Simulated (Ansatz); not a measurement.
# Formation energy and levels of the substitutional impurity Sc_Hf in HfO2 (P2_1/c)

Aim: at which Fermi levels does Sc_Hf in HfO2 (P2_1/c) change its charge? The model is a cell of 96 host atoms with 1 Hf taken out and 1 Sc put in.

Method: place-levels on r2SCAN runs: charge-transition levels and formation energies with image-charge correction and potential alignment at the atomic sites; PAW set soft_1, in Ansatz 0.2.0.

## (1) Starting point

The cell holds 96 atoms: 31 Hf, 64 O and 1 Sc. Its edges and angles: a = 10.229 Å, b = 10.363 Å, c = 10.593 Å, α = 90.0°, β = 99.5°, γ = 90.0°. It derives from HfO2 (space group P2_1/c). Nearest the centre at fractional (0.638, 0.521, 0.604): Sc88 at 0.00 Å, O93 at 2.04 Å, O22 at 2.05 Å, O68 at 2.14 Å, O84 at 2.14 Å, O91 at 2.16 Å, O53 at 2.24 Å, O90 at 2.25 Å.

The host's dielectric constants go in as inputs: principal values (4.68, 5.06, 5.10) for the electrons alone, principal values (15.30, 19.46, 21.76) with the ions, computed on the host (DFPT, PBEsol, on the r2SCAN cell), and a cell off the functional's own equilibrium shifts the ionic part.

The cell's shortest repeat is 10.2 Å.

## (2) What was run first

A transition level is the Fermi level at which two charge states cost the same, so each charge needs its own total energy, at its own relaxed structure.

Each atom starts 0.05 Å or so off its site in a random direction. Forces are taken at one point at (¼, ¼, ¼). The cell holds 1 electron more than the neutral one, with a uniform background that keeps it neutral on the whole.

The sampling was tested on the host first: at the k-points planned (1x1x1 shifted 0.25 0.25 0.25) its energy lies 0.000 eV an atom from the dense-mesh value, under the bound of 0.02 eV set for this test; that bounds the host's error, not the defect's.

One state's input; the others differ in charge, spin, start and seed, and in occupations where the table says so.

The input, qm1.relax/input.yaml:

```yaml
crystal:
  lattice:
    - [5.11472524, 0.0, 0.00439096]
    - [0.0, 5.18131434, 0.0]
    - [-0.8752188, 0.0, 5.22383757]
  atoms:
    - { symbol: Hf, position: [0.27617734, 0.45817284, 0.70826142] }
    - { symbol: Hf, position: [0.72382266, 0.95817284, 0.79173858] }
    - { symbol: Hf, position: [0.72382266, 0.54182716, 0.29173858] }
    - { symbol: Hf, position: [0.27617734, 0.04182716, 0.20826142] }
    - { symbol: O, position: [0.44799697, 0.74237157, 0.97842192] }
    - { symbol: O, position: [0.55200303, 0.24237157, 0.52157808] }
    - { symbol: O, position: [0.55200303, 0.25762843, 0.02157808] }
    - { symbol: O, position: [0.44799697, 0.75762843, 0.47842192] }
    - { symbol: O, position: [0.06994267, 0.33347536, 0.34426322] }
    - { symbol: O, position: [0.93005733, 0.83347536, 0.15573678] }
    - { symbol: O, position: [0.93005733, 0.66652464, 0.65573678] }
    - { symbol: O, position: [0.06994267, 0.16652464, 0.84426322] }
  supercell: [2, 2, 2]
  defects: [{ substitution: { at: 87, symbol: Sc } }]
total_charge: -1
basis:
  ecutwfc: 500
  xc_grid: 2
hamiltonian:
  xc: r2scan
  pseudopotentials: { kind: paw, azcp: { folder: soft_1 } }
kpoints:
  mp_grid: { grid: [1, 1, 1], shift: [0.25, 0.25, 0.25] }
scf:
  occupations: { method: fixed }
  max_iter: 80
output:
  forces: true
  charged_corrections:
    epsilon: [[5.04, 0.0, 0.14], [0.0, 5.06, 0.0], [0.14, 0.0, 4.74]]
    static_epsilon: [[21.35, 0.0, 1.58], [0.0, 19.46, 0.0], [1.58, 0.0, 15.71]]
relax:
  f_tol: 0.02
  max_steps: 80
  random_displacement: { amplitude: 0.05, seed: 2803 }
checkpoint:
  write: "../qm1.relax.run"
  compress: false
  write_wavefunctions: true
  write_every: 100000
```

Command:

```console
ansatz run input.yaml --threads 32 --pin off --max-ram 56524MiB --backend cuda --events-out ev --progress --plain --runs-dir out --max-vram 78GiB
```

The relaxed structure is kept and the sampling changed to a 2×2×2 shifted mesh.

The run of this state that the levels use, under r2SCAN:

The input, qm1.point/input.yaml:

```yaml
crystal:
  checkpoint: "../qm1.relax.run"
  host: checkpoint
total_charge: -1
basis:
  ecutwfc: 500
  xc_grid: 2
hamiltonian:
  xc: r2scan
  pseudopotentials: { kind: paw, azcp: { folder: soft_1 } }
kpoints:
  mp_grid: { grid: [2, 2, 2], shift: [0.5, 0.5, 0.5] }
scf:
  occupations: { method: fermi_dirac, width: 0.01 }
  max_iter: 80
output:
  forces: true
  eigenvalues: true
  charged_corrections:
    epsilon: [[5.04, 0.0, 0.14], [0.0, 5.06, 0.0], [0.14, 0.0, 4.74]]
    static_epsilon: [[21.35, 0.0, 1.58], [0.0, 19.46, 0.0], [1.58, 0.0, 15.71]]
    defect_position: [0.638089, 0.520914, 0.604131]
  eigenstates: { localisation: true }
  populations: true
  band_densities: [{ bands: [v1, v1] }, { bands: [c1, c1] }]
  write_density: true
  write_potential: true
  volumetric_format: npy
  elf: true
checkpoint:
  read: "../qm1.relax.run"
  write: "../qm1.point.run"
  compress: false
  write_wavefunctions: false
  write_every: 100000
```

Relaxations under r2SCAN at one point at (¼, ¼, ¼); times on 1 × NVIDIA GB200 with 32 threads of Arm Neoverse V2, shared host:

| charge | moment (μB) | occupations | outcome | steps | largest displacement against the far atoms (Å) | time |
| --- | --- | --- | --- | --- | --- | --- |
| −1 | 0 | fixed | converged | 6 | 0.05 | 11 s |
| 0 | 1 | fixed | converged | 9 | 0.05 | 23 s |
| +1 | 0 | fixed | converged | 6 | 0.05 | 12 s |
| +1 | 2 | fixed | converged | 7 | 0.05 | 20 s |

Single points under r2SCAN at a 2×2×2 shifted mesh; times on 1 × NVIDIA GB200 with 32 threads of Arm Neoverse V2, shared host:

| charge | moment (μB) | occupations | outcome | time |
| --- | --- | --- | --- | --- |
| −1 | 0 | fermi-dirac | converged | 6.3 s |
| 0 | 1 | fermi-dirac | converged | 20 s |
| +1 | 0 | fermi-dirac | converged | 8 s |
| +1 | 2 | fermi-dirac | converged | 17 s |

Distances (Å) from Sc88 to the nearest atoms after relaxation with r2SCAN:

| charge | moment (μB) | 1. | 2. | 3. | 4. | 5. | 6. |
| --- | --- | --- | --- | --- | --- | --- | --- |
| −1 | 0 | O 2.06 | O 2.06 | O 2.15 | O 2.18 | O 2.21 | O 2.27 |
| 0 | 1 | O 2.07 | O 2.08 | O 2.16 | O 2.17 | O 2.20 | O 2.25 |
| +1 | 0 | O 2.06 | O 2.07 | O 2.16 | O 2.17 | O 2.20 | O 2.25 |
| +1 | 2 | O 2.06 | O 2.07 | O 2.17 | O 2.17 | O 2.20 | O 2.25 |

## (3) Levels against the band edges, r2SCAN

A charged cell interacts with its images and the background, and its potential has another zero than the host's. place-levels removes the first by a point-charge model, screened by the static dielectric constant since the ions have relaxed around the charge, and the second by comparing potentials at atoms far from the defect.

The host is a run of the defect-free crystal in the same cutoffs, grids and k-points, so that basis and sampling errors cancel in part in the differences. Its band edges come from a run of the primitive cell that searches the zone for them. The host is run in a cell of 24 atoms on a matching mesh. Chemical potentials are energies per atom of Hf (hcp) and Sc (hcp), run with the same functional and cutoff.

The input, levels.point.yaml:

```yaml
host:
  run: host.point.run
  levels_from: { run: edges.point.run }
states: [qm1.point.run, q0_M1.point.run, qp1.point.run, qp1_M2.point.run]
geometry_from:
  qm1.point.run: qm1.relax.run
  q0_M1.point.run: q0_M1.relax.run
  qp1.point.run: qp1.relax.run
  qp1_M2.point.run: qp1_M2.relax.run
  host.point.run: host.relax.run
chemical_potentials:
  Hf:
    energy: -15733.791958
    dataset: "<sha256 of the dataset>"
  Sc:
    energy: -2140.560492
    dataset: <sha256 of the dataset>
epsilon:
  - [5.04, 0.0, 0.14]
  - [0.0, 5.06, 0.0]
  - [0.14, 0.0, 4.74]
static_epsilon:
  - [21.35, 0.0, 1.58]
  - [0.0, 19.46, 0.0]
  - [1.58, 0.0, 15.71]
vertical:
  - { from: qm1.point.run, to: qm1.point_neutral.run }
  - { from: qp1.point.run, to: qp1.point_neutral.run }
  - { from: qp1_M2.point.run, to: qp1_M2.point_neutral.run }
```

Command:

```console
ansatz place-levels levels.point.yaml -- --threads 32 --pin off --max-ram 56524MiB --backend cuda --max-vram 78GiB
```

Numbers of over 12 decimals in the logs are rounded to 6 here.

The program printed:

```text
[... repeated set-up lines and file paths are left out, and long positions are rounded to six places ...]
(+1/0) 0.033 eV beneath the valence edge (-0.076 eV without the band-filling correction), in the valence band
(0/-1) 0.053 eV above the valence edge, 4.543 eV under the conduction edge
formation energy of charge +1: +2.913 eV with the Fermi level at the valence edge
formation energy of charge 0: +2.880 eV with the Fermi level at the valence edge
formation energy of charge -1: +2.933 eV with the Fermi level at the valence edge
vertical -1 to 0: no energy, since no alignment is typed
  the change from vertical[0].from (qm1.point.run) to vertical[0].to (qm1.point_neutral.run): by its potential at epsilon [[5.04, 0, 0.14], [0, 5.06, 0], [0.14, 0, 4.74]] it stands at 0.502 0.590 0.603, with an rms radius of about 6.6 Å (3.5 4.1 3.9 Å across [...]
vertical +1 to 0: no energy, since no alignment is typed
  the change from vertical[1].from (qp1.point.run) to vertical[1].to (qp1.point_neutral.run): by its potential at epsilon [[5.04, 0, 0.14], [0, 5.06, 0], [0.14, 0, 4.74]] it is spread over the cell along a vector, with an rms radius of about 7.8 Å (3.1 5.0 [...]
vertical +1 to 0: no energy, since no alignment is typed
  the change from vertical[2].from (qp1_M2.point.run) to vertical[2].to (qp1_M2.point_neutral.run): by its potential at epsilon [[5.04, 0, 0.14], [0, 5.06, 0], [0.14, 0, 4.74]] it stands at 0.999 0.576 0.610, with an rms radius of about 6.2 Å (2.9 4.1 3.7 Å [...]
  edges by r2scan of host.levels_from (edges.point.run), its mesh sampled to repeats of 30.69 Å (the valence edge +0.092 eV and the conduction edge -0.106 eV from those of the host's own run), gap 4.596 eV; the host is sampled to repeats of 26.92 Å
  the defect's cells are sampled to repeats of 26.92 Å, like sampling
  charge +1: -526485.4855 eV with its correction of -0.158 eV, at epsilon [[21.35, 0, 1.58], [0, 19.46, 0], [1.58, 0, 15.71]], aligned at sites: -0.2628 eV, mean over 48 atomic sites at or beyond 5.11 Å from the defect at [0.6381, 0.5209, 0.6041], with [...]
  charge 0: +0.000 eV for its dipole among its images, +0.036 omitted
  charge -1: -526460.3206 eV with its correction of +0.248 eV, at epsilon [[21.35, 0, 1.58], [0, 19.46, 0], [1.58, 0, 15.71]], aligned at sites: -0.1433 eV, mean over 48 atomic sites at or beyond 5.11 Å from the defect at [0.6381, 0.5209, 0.6041], with [...]
  charge +1: states[2] (qp1.point.run) stands 0.093 eV higher, with a moment of 0.00 μB against 2.00
  states[2] (qp1.point.run): levels filled in part (TS 0.019 eV): its energy is of no whole electron's
  of states[3] (qp1_M2.point.run): it parts from the run at its places by a charge that spreads by about 4.1 Å along one vector (1.8 Å or more is wide), by its potential at epsilon [[5.04, 0, 0.14], [0, 5.06, 0], [0.14, 0, 4.74]], taken for that of held ions [...]
  of states[1] (q0_M1.point.run): stability_check_not_made
  of states[0] (qm1.point.run): it parts from the run at its places by a charge that spreads by about 4.1 Å along one vector (1.8 Å or more is wide), by its potential at epsilon [[5.04, 0, 0.14], [0, 5.06, 0], [0.14, 0, 4.74]], taken for that of held ions [...]
  of states[2] (qp1.point.run): it parts from the run at its places by a charge that spreads by about 5 Å along one vector (1.8 Å or more is wide), by its potential at
```

Wall time 0.47 s (32 threads of Arm Neoverse V2, shared host).

Levels between the charges placed, in eV above the valence top:

|  | gap (eV) | (+1/0) | (0/−1) |
| --- | --- | --- | --- |
| r2SCAN | 4.60 | -0.03 | 0.05 |

Corrections by state:

| charge | moment (μB) | image terms and alignment (eV) | band filling (eV) | ε used | over the lowest of its charge, as the program ranks them, band filling apart (eV) |
| --- | --- | --- | --- | --- | --- |
| +1 | 2.0 | -0.158 | -0.043 | principal values (15.30, 19.46, 21.76) | 0.000 |
| 0 | 1.0 | 0.000 | - | - | 0.000 |
| −1 | 0.0 | 0.248 | - | principal values (15.30, 19.46, 21.76) | 0.000 |
| +1 | 0.0 | -0.157 | - | principal values (15.30, 19.46, 21.76) | 0.093 |

The charged structures listed were also run neutral, and place-levels reads from each pair, by the potential or the spins, how wide the charge is by which they differ; that can be the carrier of either run.

| charge | rms radius (Å) | spread where it is widest against the cell (Å) | wide from (Å) | reading |
| --- | --- | --- | --- | --- |
| +1 | 6.2 | 4.05 | 1.79 | wide |
| −1 | 6.6 | 4.15 | 1.79 | wide |

The neutral runs of these pairs need not share the spin of the lowest neutral state, and very wide values only mean spread over the cell.

From the program's caveats on the states, each cut to its opening words:

- charge +1 (2 μB), −1: it parts from the run at its places by a charge that spreads by about 4.1 Å along one vector (1.8 Å or more is wide), by its potential at epsilon [[5.04, 0, [...]
- charge +1 (2 μB): a band-filling correction moves a carrier to the host's band edge, which changes its energy by -0.043 eV
- charge +1 (2 μB): the far atoms show a dipole or second moment of the defect's charge, for which the correction takes or leaves out 0.069 eV: further moments aren't read, and [...]
- charge +1 (2 μB): its displacements don't fall off away from the defect: farther atoms stand 0.011 Å off the host's places
- charge +1 (2 μB), 0 (1 μB): flagged: stability check not made
- charge +1: it parts from the run at its places by a charge that spreads by about 5 Å along one vector (1.8 Å or more is wide), by its potential at epsilon [[5.04, 0, [...]

The host's formation energy from the elements is -3.796 eV per atom; it sets how far the chemical potentials can move.

Limit set by the element alone; other compounds of these elements are not counted. Chemical potentials from the elements' reference states: Hf 0.00 eV, O -5.69 eV, Sc 0.00 eV. Formation energy by charge state (Hf-rich; gap 4.60 eV):

| charge | at valence top (eV) | at conduction bottom (eV) | correction included (eV) |
| --- | --- | --- | --- |
| +1 | 2.91 | 7.51 | -0.20 |
| 0 | 2.88 | 2.88 | 0.00 |
| −1 | 2.93 | -1.66 | 0.25 |

| Fermi level (eV) | lowest formation energy (eV) |
| --- | --- |
| 0.00 | 2.88 |
| 0.42 | 2.52 |
| 0.83 | 2.10 |
| 1.25 | 1.68 |
| 1.67 | 1.26 |
| 2.09 | 0.85 |
| 2.51 | 0.42 |
| 2.93 | 0.01 |
| 3.34 | -0.41 |
| 3.76 | -0.83 |
| 4.18 | -1.25 |
| 4.60 | -1.66 |

Limit set by the element alone; other compounds of these elements are not counted. Chemical potentials from the elements' reference states: O 0.00 eV, Hf -11.39 eV, Sc 0.00 eV. Formation energy by charge state (O-rich; gap 4.60 eV):

| charge | at valence top (eV) | at conduction bottom (eV) | correction included (eV) |
| --- | --- | --- | --- |
| +1 | -8.47 | -3.88 | -0.20 |
| 0 | -8.51 | -8.51 | 0.00 |
| −1 | -8.45 | -13.05 | 0.25 |

Fermi level (eV), lowest formation energy (eV) and a bar from the least value:
```
     0.00      -8.51 ##############################
     0.42      -8.87 ############################
     0.83      -9.29 #########################
     1.25      -9.71 ######################
     1.67     -10.12 ###################
     2.09     -10.54 #################
     2.51     -10.96 ##############
     2.93     -11.38 ###########
     3.34     -11.80 ########
     3.76     -12.22 ######
     4.18     -12.63 ###
     4.60     -13.05
```

## (4) Effect of the sampling

The relaxations' own energies give the levels at their sampling, for comparison.

The input, levels.relax_mesh.yaml:

```yaml
host:
  run: host.relax.run
  levels_from: { run: edges.relax.run }
states: [qm1.relax.run, q0_M1.relax.run, qp1.relax.run, qp1_M2.relax.run]
chemical_potentials:
  Hf:
    energy: -15733.791958
    dataset: "<sha256 of the dataset>"
  Sc:
    energy: -2140.560492
    dataset: <sha256 of the dataset>
```

Command:

```console
ansatz place-levels levels.relax_mesh.yaml -- --threads 32 --pin off --max-ram 56524MiB --backend cuda --max-vram 78GiB
```

The program printed:

```text
[...]
(0/-1) 0.052 eV above the valence edge, 4.544 eV under the conduction edge
formation energy of charge +1: +2.914 eV with the Fermi level at the valence edge
formation energy of charge 0: +2.881 eV with the Fermi level at the valence edge
formation energy of charge -1: +2.933 eV with the Fermi level at the valence edge
  edges by r2scan of host.levels_from (edges.relax.run), its mesh sampled to repeats of 30.69 Å (the valence edge +0.096 eV and the conduction edge -0.182 eV from those of the host's own run), gap 4.596 eV; the host is sampled to repeats of 14.56 Å
[... the lines on each state left out ...]
```

Run time: 0.15 s. Hardware: 32 threads.

Levels between neighbouring charges, in eV above the valence top:

|  | gap (eV) | (+1/0) | (0/−1) |
| --- | --- | --- | --- |
| one point at (¼, ¼, ¼) | 4.60 | -0.03 | 0.05 |
| a 2×2×2 shifted mesh | 4.60 | -0.03 | 0.05 |

Going from one point at (¼, ¼, ¼) to a 2×2×2 shifted mesh moves the levels that carry no band-filling term by up to 0.00 eV and formation energies against the elements by up to 0.00 eV; band-filling terms, which differ between samplings, are in these energies.

## (5) Outcome

```yaml
gap_of_the_host: 4.60 eV (r2SCAN)
level_plus_1_over_0: 0.03 eV below the valence top (-0.08 eV above the valence top without the band-filling term)
level_0_minus_1: 0.05 eV above the valence top
lowest_of_the_charges_placed_just_above_the_valence_top_0p02_ev: 0
lowest_of_the_charges_placed_just_below_the_conduction_bottom_0p02_ev: −1
lowest_formation_energy_at_mid_gap_of_the_charges_run_hf_rich: 0.64 eV
lowest_formation_energy_at_mid_gap_of_the_charges_run_o_rich: -10.75 eV
```

In words: Of the charges placed (−1, 0 and +1), the lowest changes at 0.05 eV (0/−1) above the valence top, in a gap of 4.60 eV. (0/−1) lies nearer to a band edge than the share of the finite-size correction in it (0.25 eV), and that correction holds for a localised charge alone. (0/−1) lies 0.05 eV from a band edge, less than the doubt on such levels. Charges below −1 were not placed, so these runs say nothing of levels that involve them. States placed: +1 at 2 μB and 0 μB; 0 at 1 μB; −1 at 0 μB. Other spin states or structures, where not listed, weren't placed. The program finds carriers beyond a band edge of the host and adds a band-filling term at charge +1 (-0.04 eV); steps to such a charge show no bound level, and a defect level inside a band would be read the same way. Sc is taken at its element; compounds, which aren't counted here, bound the chemical potentials and would shift these formation energies. The lowest formation energy (O-rich) is negative across the gap, so the defect would form by itself: these chemical potentials lie beyond what competing compounds allow, or the host is unstable against it. Going from one point at (¼, ¼, ¼) to a 2×2×2 shifted mesh moves the levels that carry no band-filling term by up to 0.00 eV and formation energies against the elements by up to 0.00 eV; band-filling terms, which differ between samplings, are in these energies. Keep in mind: r2SCAN makes the gap too small and tends to spread out bound carriers; where a gas molecule sets a chemical potential or the host's formation energy, its binding is uncorrected; spin–orbit coupling, which can matter with heavy atoms, is left out.

[Logs are printed without paths, hosts, clocks, repeated set-up lines and the standing remarks that a program may print on its own settings, such as how far it seeks lower states.]

[Hosts, paths, dates, database ids (printed as entryN), source tags and the programs' standing remarks are cut or masked in the printed files.]

[Where a table of states has a column of steps, it counts the stored structures, which are thinned; the runs took as many ionic steps or more.]

[A defect's name tells the site on which it was built; relaxed atoms can leave that site.]

[For some hosts the program warned that the k-mesh of the response run may be too coarse for force constants and the static dielectric constant; such warnings are not shown here.]
